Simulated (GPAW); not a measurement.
# zigzag Cr chain, bond 2.638 A: cost and accuracy of the functional, part 2 of 2

Aim: see how far moments and order energies of zigzag Cr chain, bond 2.638 A move with the functional, and what each set costs.

GPAW 26.7.0; several functionals; plane waves with GPAW's PAW setups, scalar-relativistic.

So far, largest spin moment in the augmentation sphere (μB): step 2 (rung 1 (LDA), start ferro ++) 3.76; step 4 (revPBE) 3.83; step 5 (revPBE, antiferromagnetic, start moments [2.5, -2.5] μB) 3.71; step 6 (PBE) 3.74; step 7 (PBE, antiferromagnetic, start moments [2.5, -2.5] μB) 3.69.

### 8. Set 4 (RPBE), start ferro ++

Level of this step: RPBE; plane waves with GPAW's PAW setups, scalar-relativistic (GPAW).

order1.py reads:

```python
import json
import numpy as np
from ase import Atoms
from ase.parallel import paropen, parprint
from gpaw import GPAW

atoms = Atoms(['Cr', 'Cr'],
    cell=[[12.0, 0.0, 0.0],
         [0.0, 12.0, 0.0],
         [0.0, 0.0, 3.1656]],
    scaled_positions=[[0.41206667, 0.5, 0.0],
         [0.58793333, 0.5, 0.5]],
    pbc=True,
    magmoms=[2.5, 2.5])
atoms.calc = GPAW(mode={'name': 'pw', 'ecut': 550},
    xc='RPBE',
    kpts={'size': (1, 1, 8), 'gamma': True},
    occupations={'name': 'fermi-dirac', 'width': 0.05},
    convergence={'density': 1e-05, 'energy': 1e-05},
    maxiter=200,
    symmetry={'tolerance': 1e-4},
    txt='order1.txt')
e = atoms.get_potential_energy(force_consistent=True)
res = {'free_energy': e, 'energy_sigma0': atoms.get_potential_energy(), 'fermi_energy': atoms.calc.get_fermi_level()}
res['moments'] = atoms.get_magnetic_moments().tolist()
res['total'] = atoms.get_magnetic_moment()
parprint('site moments (muB):', np.round(res['moments'], 3))
parprint(f"total moment: {res['total']:.3f} muB")
parprint(f'free energy: {e:.6f} eV')
atoms.calc.write('order1.gpw')
with paropen('results.json', 'w') as f:
    json.dump(res, f)
```

Run with:

```console
$ OMP_NUM_THREADS=1 python3 order1.py > order1.log
```

Output:

```text
site moments (muB): [3.83 3.83]
total moment: 9.879 muB
free energy: -12.441996 eV

--- order1.txt ---
Input parameters:
  mode=PW(ecut=550),
  convergence={'density': 1e-05, 'energy': 1e-05},
  kpts=MonkhorstPack(size=(1, 1, 8), gamma=True),
  maxiter=200,
  occupations=Occupations(name='fermi-dirac', width=0.05),
  symmetry=Symmetry(tolerance=0.0001),
  xc=XC(name='RPBE')

Diagonalizing LCAO Hamiltonian
[...]
|          3 |        -4.304 |     1.000 |        -1.174 |     0.000 |
|          4 |        -4.130 |     1.000 |        -0.937 |     0.000 |
[...]
|         11 |        -2.492 |     0.004 |         0.437 |     0.000 |
|         12 |        -2.056 |     0.000 |         0.986 |     0.000 |
|         13 |        -1.225 |     0.000 |         1.003 |     0.000 |
|         14 |         0.379 |     0.000 |         1.343 |     0.000 |

No gap
No difference between direct/indirect transitions


[key lines of the parts left out:]
Free energy:     -12.441996
Converged in 30 steps
dipole moment: (0.000130, 0.000130, -7.470229)  # |e|*Ang
Fermi level: -2.768
```

Run time: 1.7 min. Hardware: 1 MPI rank of Intel Xeon Platinum 8259CL at 2.50GHz (Skylake/Cascade Lake), shared host; peak memory 0.41 GiB.

Read from the output:

```yaml
magnetization: 9.879 μB
final_state: ferromagnetic
largest_moment: 3.830 μB
```

The largest moment moves by +0.09 μB from set 3, at 1.6 times its CPU time.

### 9. Set 4 (RPBE), start antiferro +-

order2.py reads:

```python
import json
import numpy as np
from ase import Atoms
from ase.parallel import paropen, parprint
from gpaw import GPAW

atoms = Atoms(['Cr', 'Cr'],
    cell=[[12.0, 0.0, 0.0],
         [0.0, 12.0, 0.0],
         [0.0, 0.0, 3.1656]],
    scaled_positions=[[0.41206667, 0.5, 0.0],
         [0.58793333, 0.5, 0.5]],
    pbc=True,
    magmoms=[2.5, -2.5])
atoms.calc = GPAW(mode={'name': 'pw', 'ecut': 550},
    xc='RPBE',
    kpts={'size': (1, 1, 8), 'gamma': True},
    occupations={'name': 'fermi-dirac', 'width': 0.05},
    convergence={'density': 1e-05, 'energy': 1e-05},
    maxiter=200,
    symmetry={'tolerance': 1e-4},
    txt='order2.txt')
e = atoms.get_potential_energy(force_consistent=True)
res = {'free_energy': e, 'energy_sigma0': atoms.get_potential_energy(), 'fermi_energy': atoms.calc.get_fermi_level()}
res['moments'] = atoms.get_magnetic_moments().tolist()
res['total'] = atoms.get_magnetic_moment()
parprint('site moments (muB):', np.round(res['moments'], 3))
parprint(f"total moment: {res['total']:.3f} muB")
parprint(f'free energy: {e:.6f} eV')
atoms.calc.write('order2.gpw')
with paropen('results.json', 'w') as f:
    json.dump(res, f)
```

Run with:

```console
$ OMP_NUM_THREADS=1 python3 order2.py > order2.log
```

Output:

```text
site moments (muB): [ 3.714 -3.714]
total moment: -0.000 muB
free energy: -13.543890 eV

--- order2.txt ---
Input parameters:
  mode=PW(ecut=550),
  convergence={'density': 1e-05, 'energy': 1e-05},
  kpts=MonkhorstPack(size=(1, 1, 8), gamma=True),
  maxiter=200,
  occupations=Occupations(name='fermi-dirac', width=0.05),
  symmetry=Symmetry(tolerance=0.0001),
  xc=XC(name='RPBE')

Diagonalizing LCAO Hamiltonian
[...]
|          3 |        -3.527 |     1.000 |        -3.527 |     1.000 |
|          4 |        -3.265 |     1.000 |        -3.265 |     1.000 |
[...]
|          8 |        -0.739 |     0.000 |        -0.739 |     0.000 |
|          9 |        -0.229 |     0.000 |        -0.229 |     0.000 |
|         10 |        -0.032 |     0.000 |        -0.032 |     0.000 |
|         11 |         0.789 |     0.000 |         0.789 |     0.000 |

No gap
No difference between direct/indirect transitions


[key lines of the parts left out:]
Free energy:     -13.543890
Converged in 17 steps
dipole moment: (0.000130, 0.000130, -7.483210)  # |e|*Ang
Fermi level: -2.482
```

The job ended after 46 s (1 MPI rank; peak memory 0.4 GiB).

This step gave:

```
magnetization  : 0 μB
final state    : antiferromagnetic
largest moment : 3.714 μB
```

This start lies -550.9 meV a seeded atom from the first, a change of +0.2 meV since set 3; its largest moment is 3.71 μB.

### 10. Set 5 (TPSS), start ferro ++

order1.py is the script of step 8 with these lines changed:

```diff
@@ -15,3 +15,3 @@
 atoms.calc = GPAW(mode={'name': 'pw', 'ecut': 550},
-    xc='RPBE',
+    xc='TPSS',
     kpts={'size': (1, 1, 8), 'gamma': True},
@@ -20,2 +20,3 @@
     maxiter=200,
+    eigensolver='davidson',
     symmetry={'tolerance': 1e-4},
```

Run with:

```console
$ OMP_NUM_THREADS=1 python3 order1.py > order1.log
```

Output:

```text
Input parameters:
  mode=PW(ecut=550),
  convergence={'density': 1e-05, 'energy': 1e-05},
  eigensolver=Davidson(niter=2),
  kpts=MonkhorstPack(size=(1, 1, 8), gamma=True),
  maxiter=200,
  occupations=Occupations(name='fermi-dirac', width=0.05),
  symmetry=Symmetry(tolerance=0.0001),
  xc=XC(name='TPSS')

Diagonalizing LCAO Hamiltonian
Converting LCAO to pw mode
        .----------------------------.
       /|                            |
      / |                            |
     /  |                            |
    /   .----------------------------.
[...]
|iter:   5|      37s |  457.379880 | +4.35 | -0.03 |  +3.5398|
|iter:   6|      46s |   30.176563 | +5.73 | +0.16 |  +3.8263|
|iter:   7|      55s |-17161.571148 | +5.44 | -0.01 |  +3.7294|
|iter:   8|      64s |  923.847068 | +4.84 | -0.08 |  +3.3541|
|iter:   9|      74s |-11518.256879 | +6.92 | -0.14 |  +3.7031|
[...]
[... 116 iterations left out ...]
[...]
|iter: 133|    1217s | 3327.553425 | +3.84 | -1.20 | +12.0000|
|iter: 134|    1226s | 3333.274405 | +3.81 | -1.24 | +12.0000|
|iter: 135|    1235s | 3333.630551 | +3.83 | -1.30 | +12.0000|
|iter: 136|    1245s | 3335.709220 | +3.80 | -1.32 | +12.0000|
```

Run time: 21 min. Hardware: 1 MPI rank; peak memory 0.55 GiB.

The run was cut off at its time limit.

The energy still jumps by eV from cycle to cycle: the cycles are not settling, and other mixing or another start is needed.

### 11. Set 5 (TPSS), start antiferro +-

order2.py is the script of step 9 with these lines changed:

```diff
@@ -15,3 +15,3 @@
 atoms.calc = GPAW(mode={'name': 'pw', 'ecut': 550},
-    xc='RPBE',
+    xc='TPSS',
     kpts={'size': (1, 1, 8), 'gamma': True},
@@ -20,2 +20,3 @@
     maxiter=200,
+    eigensolver='davidson',
     symmetry={'tolerance': 1e-4},
```

Run with:

```console
$ OMP_NUM_THREADS=1 python3 order2.py > order2.log
```

Output:

```text
site moments (muB): [ 3.709 -3.709]
total moment: -0.000 muB
free energy: -27.768135 eV

--- order2.txt ---
Input parameters:
  mode=PW(ecut=550),
  convergence={'density': 1e-05, 'energy': 1e-05},
  eigensolver=Davidson(niter=2),
  kpts=MonkhorstPack(size=(1, 1, 8), gamma=True),
  maxiter=200,
  occupations=Occupations(name='fermi-dirac', width=0.05),
  symmetry=Symmetry(tolerance=0.0001),
  xc=XC(name='TPSS')

[...]
|          3 |        -3.583 |     1.000 |        -3.583 |     1.000 |
|          4 |        -3.333 |     1.000 |        -3.333 |     1.000 |
[...]
|          8 |        -0.612 |     0.000 |        -0.612 |     0.000 |
|          9 |        -0.158 |     0.000 |        -0.156 |     0.000 |
|         10 |         0.086 |     0.000 |         0.085 |     0.000 |
|         11 |         0.397 |     0.000 |         0.307 |     0.000 |

No gap
No difference between direct/indirect transitions


[key lines of the parts left out:]
Free energy:     -27.768135
Converged in 44 steps
dipole moment: (0.000130, 0.000130, -7.511307)  # |e|*Ang
Fermi level: -2.490
```

Run time: 5.9 min. Hardware: 1 MPI rank; peak memory 0.51 GiB.

This step gave:

```yaml
magnetization: 0 μB
final_state: antiferromagnetic
largest_moment: 3.709 μB
```

The largest moment is that of set 4, at 7.6 times its CPU time.

### 12. The sets together

List, by row:

```
set  functional  state from the first start  state from the second start  second less first (meV a seeded atom)  moment, first (μB)  moment, second (μB)  CPU time (s)
   1         LDA               ferromagnetic            antiferromagnetic                                   -514               3.757                3.647         169.7
   2      revPBE               ferromagnetic            antiferromagnetic                                 -551.2               3.832                3.714         138.9
   3         PBE               ferromagnetic            antiferromagnetic                                 -551.2                3.74                 3.69         119.2
   4        RPBE               ferromagnetic            antiferromagnetic                                 -550.9                3.83                3.714         146.8
```

### 13. Outcome

```json
{
  "range of the moment in the table, second start": "3.65 to 3.71 μB",
  "range of CPU time": "2 min to 2.8 min",
  "range of the energy difference": "-551 to -514 meV a seeded atom"
}
```

In words: For the second start the functionals give moments from 3.65 to 3.71 μB and energy differences from -551 to -514 meV a seeded atom; all use the same cell, so differences in their own lattice constants don't enter. The second start ends lower on every set of the table. Set 5 gave no pair of finished runs and is missing from the table.

[Logs and program files are shortened in this print: banners, set-up blocks, solver, clock and traceback lines can be left out without a mark of their own.]

[Logs are printed without paths, hosts, clocks, repeated set-up lines and the standing remarks that a program may print on its own settings, such as how far it seeks lower states.]

[Hosts, paths, dates, database ids (printed as entryN), source tags and the programs' standing remarks are cut or masked in the printed files.]

[Where a cell is said to come from a database of computed structures, the database is the Materials Project.]
